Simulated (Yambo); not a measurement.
# BP (F-43m) in Yambo: further runs

Runs on BP. Level: PBEsol. Tasks: optical spectrum by the Bethe-Salpeter equation, Hartree-Fock levels.

All numbers are computed with Yambo 5.3.0; they aren't measurements. Logs are shortened: lines on timing, memory, paths and dates and some standing lists are left out, and cuts for length are marked.

## (1) The crystal as given

The structure is cubic, space group F-43m (No. 216). The conventional cell has a = 4.538 Å, b = 4.538 Å, c = 4.538 Å, α = 90.00°, β = 90.00°, γ = 90.00°. P (site symmetry -43m) has 4 B at 1.97 Å as nearest neighbours. B (site symmetry -43m) has 4 P at 1.97 Å as nearest neighbours.

## (2) Optical spectrum by the Bethe-Salpeter equation, PBEsol (cell stretched)

Contents of bse2.in:

```
optics
bse
bss
rim_cut
em1s
RandQpts= 1000000
RandGvec= 50 RL
Chimod= "HARTREE"
% BndsRnXs
 1 | 29 |
%
NGsBlkXs= 5 Ry
% LongDrXs
 1 | 0 | 0 |
%
BSKmod= "SEX"
BSEmod= "retarded"
BSSmod= "d"
% BSEQptR
 1 | 1 |
%
% BSEBands
 3 | 6 |
%
BSENGexx= 20 Ry
BSENGBlk= 5 Ry
% BEnRange
 0 | 20 | eV
%
% BDmRange
 0.1 | 0.1 | eV
%
BEnSteps= 200
% BLongDir
 1 | 0 | 0 |
%
BSEprop= "abs"
WRbsWF
% KfnQP_E
 0.93 | 1.0 | 1.0 |
%
```

Contents of scf.in:

```
&CONTROL
  calculation = 'scf'
  prefix = 'pwscf'
  outdir = './tmp'
  pseudo_dir = './pseudo'
/
&SYSTEM
  ibrav = 0
  nat = 2
  ntyp = 2
  ecutwfc = 76
  nbnd = 9
  occupations = 'smearing'
  smearing = 'fd'
  degauss = 0.00367493
  force_symmorphic = .true.
/
&ELECTRONS
  conv_thr = 4d-10
  electron_maxstep = 120
  mixing_beta = 0.5
/
ATOMIC_SPECIES
P     30.9738 P.upf
B     10.8100 B.upf
CELL_PARAMETERS angstrom
   0.0000000000    2.3279612538    2.3279612538
   2.3279612538    0.0000000000    2.3279612538
   2.3279612538    2.3279612538    0.0000000000
ATOMIC_POSITIONS crystal
P      0.7500000000    0.7500000000    0.7500000000
B      0.0000000000    0.0000000000    0.0000000000
K_POINTS automatic
10 10 10 0 0 0
```

Contents of nscf.in:

```
&CONTROL
  calculation = 'nscf'
  prefix = 'pwscf'
  outdir = './tmp'
  pseudo_dir = './pseudo'
/
&SYSTEM
  ibrav = 0
  nat = 2
  ntyp = 2
  ecutwfc = 76
  nbnd = 124
  occupations = 'fixed'
  force_symmorphic = .true.
/
&ELECTRONS
  conv_thr = 1d-08
  diago_full_acc = .true.
  diago_thr_init = 1d-06
/
ATOMIC_SPECIES
P     30.9738 P.upf
B     10.8100 B.upf
CELL_PARAMETERS angstrom
   0.0000000000    2.3279612538    2.3279612538
   2.3279612538    0.0000000000    2.3279612538
   2.3279612538    2.3279612538    0.0000000000
ATOMIC_POSITIONS crystal
P      0.7500000000    0.7500000000    0.7500000000
B      0.0000000000    0.0000000000    0.0000000000
K_POINTS automatic
6 6 6 0 0 0
```

Potentials or basis: PseudoDojo 0.4.1 SR PBEsol standard.

Launch:

```
OMP_NUM_THREADS=1 pw.x -in scf.in > scf.out
OMP_NUM_THREADS=1 pw.x -in nscf.in > nscf.out
cd tmp/pwscf.save; p2y; mv SAVE ../..; cd ../..
OMP_NUM_THREADS=1 yambo
mkdir -p bse2; ln -s $PWD/g0w00/ndb.RIM bse2/
OMP_NUM_THREADS=1 yambo -F bse2.in -J bse2 -C bse2_out
OMP_NUM_THREADS=1 ypp -J bse2 -C bse2_out -e s -b 1
```

Yambo's report:

```text
[... sections 02.01 to 02.04 as in the set-up run ...]

  [02.05] Energies & Occupations
  ==============================

  [X] === General ===
  [X] Electronic Temperature                        :  0.000000  0.000000 [eV K]
  [X] Bosonic    Temperature                        :  0.000000  0.000000 [eV K]
  [X] Finite Temperature mode                       : no
  [X] El. density                                   :  0.31705E+24 [cm-3]
  [X] Fermi Level                                   :  8.188887 [eV]

  [X] === Gaps and Widths ===
  [X] Conduction Band Min                           :  1.355795 [eV]
  [X] Valence Band Max                              :  0.000000 [eV]
  [X] Filled Bands                                  :   4
  [X] Empty Bands                                   :    5  124
  [X] Direct Gap                                    :  3.256437 [eV]
  [X] Direct Gap localized at k                     :  1
  [X] Indirect Gap                                  :  1.355795 [eV]
  [X] Indirect Gap between kpts                     :   1  10
  [X] Last valence band width                       :  4.834440 [eV]
  [X] 1st conduction band width                     :  3.046633 [eV]

 [03] Transferred momenta grid and indexing
 ==========================================

 [BZ sampling] Q-grid is User defined and/or read from the database

 IBZ Q-points                                      :  16
 BZ  Q-points                                      :  216

 K/Q-points units:
 rlu = crystal or reduced units; cc = cartesian coordinates; iku = interal k-units

 Q [ 1]         [rlu]:  0.000000  0.000000  0.000000
 Q [ 2]         [rlu]: -0.41973E-17 -0.41973E-17  0.16667
 Q [ 3]         [rlu]: -0.83945E-17 -0.83945E-17  0.33333
 Q [ 4]         [rlu]: -0.82140E-17 -0.82140E-17 -0.50000
 Q [ 5]         [rlu]: -0.22224E-16  0.16667      0.16667
 Q [ 6]         [rlu]: -0.27792E-16  0.16667      0.33333
 Q [ 7]         [rlu]:  0.19361E-16  0.16667      0.50000
 Q [ 8]         [rlu]: -0.82140E-17  0.16667     -0.33333
 Q [ 9]         [rlu]:  0.27828E-16  0.16667     -0.16667
 Q [10]         [rlu]: -0.44449E-16  0.33333      0.33333
 Q [11]         [rlu]: -0.69642E-17  0.33333      0.50000
 Q [12]         [rlu]:  0.55656E-16  0.33333     -0.33333
 Q [13]         [rlu]:  0.47240E-16 -0.50000     -0.50000
 Q [14]         [rlu]:  0.166667  0.333333  0.500000
 Q [15]         [rlu]:  0.166667  0.333333 -0.333333
 Q [16]         [rlu]:  0.166667 -0.500000 -0.333333

  [03.01] X + BSE indexes
  =======================

   [03.01.01] Sigma indexes
   ========================

   [WR./SAVE//ndb.kindx]-----------------------------------------------------------
    Fragmentation                                    : no
    Polarization last K ( bz)                        :  216
    Polarization last K (ibz)                        :  16
    QP states                                        :   1  16
    X grid is uniform                                : yes
    Grids (string)                                   :  X B S
    Grids (int-vector)                               :  1  1  0  1

 [04] Coloumb potential Random Integration (RIM)
 ===============================================

 Summary of Coulomb integrals for non-metallic bands |Q|[au] RIM/Bare

 Q [1] 0.100000E-4 0.995870 * Q [2] 0.206151 1.064378
 Q [5] 0.238042 1.063960 * Q [9] 0.336643 1.026260
 Q [6] 0.394748 1.019161 * Q [3] 0.412301 1.016443
 Q [10] 0.476084 1.013461 * Q [8] 0.518801 1.010786
 Q [14] 0.532279 1.010275 * Q [7] 0.583082 1.008428
 Q [11] 0.618452 1.007724 * Q [4] 0.618452 1.007462
 Q [12] 0.673285 1.006475 * Q [15] 0.704138 1.005898
 Q [13] 0.714127 1.005566 * Q [16] 0.752756 1.004913

 [WARNING] [Xs] User bands 1-29 break level degeneracy

 [WARNING] [BS] User bands 3-6 break level degeneracy

 [05] External/Internal QP corrections
 =====================================

 [QP_apply] Action to be applied: USER defined scissor

  [05.01]  QP corrections report
  ==============================

  [K+QP] === General ===
  [K+QP] Electronic Temperature                     :  0.000000  0.000000 [eV K]
  [K+QP] Bosonic    Temperature                     :  0.000000  0.000000 [eV K]
  [K+QP] Finite Temperature mode                    : no
  [K+QP] El. density                                :  0.31705E+24 [cm-3]
  [K+QP] Fermi Level                                :  0.000000 [eV]

  [K+QP] === Gaps and Widths ===
[... 88 lines left out ...]
  Global Gauge                                     : length
  X matrix size                                    :   51
  X band range                                     :   1  29
  X e/h energy range                               : -1.000000 -1.000000 [eV]
  X Time ordering                                  : T
  X Hxc Kernel                                     : HARTREE
  X Drude frequency                                :  0.000000  0.000000
  X poles                                          :  100.0000 [o/o]
  RL vectors in the sum                            :  2637
  [r,Vnl] included                                 : yes
  Field direction                                  :  0.100000E-4   0.00000      0.00000
  BZ energy Double Grid                            : no
  BZ energy DbGd points                            : 0
  BZ Q point size factor                           : -1.000000
  X Optical Averaged directions                    : none
 [X-CG] R(p) Tot o/o(of R):   1249  21600    100
 [WR./bse2//ndb.em1s_fragment_1]-------------------------------------------------
  Current Q-pt index                               :  1
  X energy range                                   :  0.000000  0.000000 eV
  X damping range                                  :  0.001000  0.001000 eV
  Number of frequencies                            :  1
 [X-CG] R(p) Tot o/o(of R):   4473  21600    100
 [WR./bse2//ndb.em1s_fragment_2]-------------------------------------------------
  Current Q-pt index                               :  2
  X energy range                                   :  0.000000  0.000000 eV
  X damping range                                  :  0.001000  0.001000 eV
  Number of frequencies                            :  1
 [X-CG] R(p) Tot o/o(of R):   4265  21600    100
 [X-CG] R(p) Tot o/o(of R):   2446  21600    100
 [X-CG] R(p) Tot o/o(of R):   3915  21600    100
 [X-CG] R(p) Tot o/o(of R):   6821  21600    100
 [X-CG] R(p) Tot o/o(of R):   6339  21600    100
 [X-CG] R(p) Tot o/o(of R):   6034  21600    100
 [X-CG] R(p) Tot o/o(of R):   5537  21600    100
 [X-CG] R(p) Tot o/o(of R):   3812  21600    100
 [X-CG] R(p) Tot o/o(of R):   6355  21600    100
 [X-CG] R(p) Tot o/o(of R):   5240  21600    100
 [X-CG] R(p) Tot o/o(of R):   2371  21600    100
 [X-CG] R(p) Tot o/o(of R):   6831  21600    100
 [X-CG] R(p) Tot o/o(of R):   6639  21600    100
 [X-CG] R(p) Tot o/o(of R):   5371  21600    100

 [08] Bethe Salpeter Equation driver
 ===================================

  [08.01] Bethe Salpeter Equation @q1
  ===================================

   [08.01.01] Transition pre-analysis @q1
   ======================================

   [08.01.02] Transition Groups build-up @q1
   =========================================

   [BSK] Transition groups (total):  16
   [BSK] Size (resonant):   864
   [BSK]         (total):   864
   [BSK] N. of matrices :  1

   [08.01.03] Loading Dipoles @q1
   ==============================

   [08.01.04] Independent Particles properties @q1
   ===============================================

   [08.01.05] BSE Kernel @q1 (Resonant CORRRELATION EXCHANGE)
   ==========================================================

   [BSE] Exchange components :  283
   [BSE] Correlation components :   51  229

    [08.01.05.01] Screened interaction header I/O
    =============================================

    [08.01.05.02] Main kernel loop
    ==============================

    [WR./bse2//ndb.BS_Q1_CPU_0]-----------------------------------------------------
     Brillouin Zone Q/K grids (IBZ/BZ)                :   16  216   16  216
     RL vectors                                       :  2637 [WF]
     Coulomb cutoff potential                         : none
     Parallel CPUs
     Parallel Roles
     Fragmentation                                    : no
     BS kernel          wavefunctions                 : Perdew, Burke & Ernzerhof SOL(X)+Perdew, Burke & Ernzerhof SOL(C)
     Static diel. fun.  energies                      : Perdew, Burke & Ernzerhof SOL(X)+Perdew, Burke & Ernzerhof SOL(C)
     wavefunctions                                    : Perdew, Burke & Ernzerhof SOL(X)+Perdew, Burke & Ernzerhof SOL(C)
     [K] Identifier                                   :  1328
     [K] Dimension                                    :   864
     [K] Bands                                        :   3   6
     [K] Exchange                                     : yes [res]
     [K] Correlation                                  : yes [res]
     [K] Kernel`s coupling                            : no
     [K] Exchange                                     : no [cpl]
     [K] Correlation                                  : no [cpl]
     [K] W interaction is bare                        : no
     [K] ALDA kernel in R-space                       : no
     [K] RL vectors                                   :  283 [exchange]
     [K] RL vectors                                   :   51 [correlation]
     [K] E/h energy range                             : -1.000000 -1.000000 [eV]
     [K] Coupling range                               :  100.0000  100.0000 [o/o]
     [W] Interaction is diagonal                      : no
     [W] Matrix size                                  :   51
     [W] Bands                                        :   1  29
     [W] e/h energy range                             : -1.000000 -1.000000 [eV]
     [W] Poles                                        :  100.0000 [o/o]
     [W] RL vectors in the sum                        :  2637
     [W] [r,Vnl] included                             : yes
     [W] Field direction                              :  0.100000E-4   0.00000      0.00000
     [W] Coulomb Cutoff                               : none
     [W] Hxc Kernel                                   : HARTREE
     [RIM] RL components                              :   51 [col]
     [RIM] Random points                              :  1000000 [col]
     [SOC] Perturbative SOC                           : no
     [K] Kernel long-range exchange                   : BAR

    [08.01.05.03] Wave-Function Phases
    ==================================

    [BSE] WF phases found       :  61.45833 [o/o]

   [08.01.06] BSE solver(s) @q1
   ============================

   [08.01.07] Diago Solver @q1
   ===========================

   [WR./bse2//ndb.BS_diago_Q1]-----------------------------------------------------
    BS kernel          energies                      : Perdew, Burke & Ernzerhof SOL(X)+Perdew, Burke & Ernzerhof SOL(C)+ user defined corrections @E
    [K] Identifier                                   :  1328
    [K] Dimension                                    :   864
    [K] Bands                                        :   3   6
    [K] Exchange                                     : yes [res]
    [K] Correlation                                  : yes [res]
    [K] Kernel`s coupling                            : no
    [K] Exchange                                     : no [cpl]
    [K] Correlation                                  : no [cpl]
    [K] W interaction is bare                        : no
    [K] ALDA kernel in R-space                       : no
    [K] RL vectors                                   :  283 [exchange]
    [K] RL vectors                                   :   51 [correlation]
    [K] E/h energy range                             : -1.000000 -1.000000 [eV]
    [K] Coupling range                               :  100.0000  100.0000 [o/o]
    [W] Interaction is diagonal                      : no
    [W] Matrix size                                  :   51
    [W] Bands                                        :   1  29
    [W] e/h energy range                             : -1.000000 -1.000000 [eV]
    [W] Poles                                        :  100.0000 [o/o]
    [W] RL vectors in the sum                        :  2637
    [W] [r,Vnl] included                             : yes
    [W] Field direction                              :  0.100000E-4   0.00000      0.00000
    [W] Coulomb Cutoff                               : none
    [W] Hxc Kernel                                   : HARTREE
    [RIM] RL components                              :   51 [col]
    [RIM] Random points                              :  1000000 [col]
    [SOC] Perturbative SOC                           : no
    [K] Kernel long-range exchange                   : BAR
    [BSS] Eigenstates included                       : yes
    [BSS] Field direction                            :  0.100000E-4   0.00000      0.00000
    [BSS] Eigenstates computed                       :   864
    [BSS] Number of BSE matrices                     :  1
```

It took 68 s on 1 thread of Arm Neoverse V2, shared host; peak memory 0.29 GiB.

What came out:

| Item | Value |
| --- | --- |
| Band gap on the k mesh, mean-field level | 1.36 eV, indirect (least direct gap 3.26 eV) |
| Exciton binding energy | 0.20 eV |
| Lowest exciton energy | 3.99 eV |
| Lowest bright exciton energy | 3.99 eV |

Dielectric function (along the field direction of the input):
| energy (eV) | real part | imaginary part |
| --- | --- | --- |
| 0.30 | 9.02 | 0.02 |
| 1.31 | 9.48 | 0.08 |
| 2.31 | 10.75 | 0.19 |
| 3.32 | 14.02 | 0.56 |
| 4.42 | 25.37 | 4.64 |
| 5.43 | 9.73 | 45.56 |
| 6.43 | -21.66 | 6.59 |
| 7.54 | -6.54 | 2.44 |
| 8.54 | -2.61 | 1.45 |
| 9.55 | -4.08 | 3.45 |
| 10.65 | -3.13 | 0.65 |
| 11.66 | -2.25 | 0.12 |
| 12.66 | -1.42 | 0.06 |
| 13.77 | -0.89 | 0.04 |
| 14.77 | -0.60 | 0.04 |
| 15.78 | -0.34 | 0.02 |
| 16.88 | -0.13 | 0.02 |
| 17.89 | 0.01 | 0.01 |
| 18.89 | 0.13 | 0.01 |
| 20.00 | 0.23 | 0.01 |

Lowest exciton energies (eV): 3.99, 3.99, 3.99, 3.99, 4.69, 4.69, 4.69, 4.69

Excitons:
| energy (eV) | strength (relative to the strongest) |
| --- | --- |
| 3.985 | 0.11 |
| 3.989 | 0.0012 |
| 3.991 | 0.047 |
| 3.993 | 0.0076 |
| 4.685 | 0.58 |
| 4.686 | 0.023 |
| 4.686 | 0.027 |
| 4.688 | 0.0057 |
| 4.688 | 0.012 |
| 4.689 | 0.00078 |
| 4.698 | 3.2e-05 |
| 4.699 | 1.2e-07 |

Caveat: this k mesh misses the band edges, so its gaps are larger than the crystal's; the scissor is the correction of the direct gap in an earlier G0W0 run on the same states; exciton energies and binding change strongly with the k mesh and aren't converged on this one; spectra need much finer meshes, so this one isn't converged.

[end of part 1 of 2]
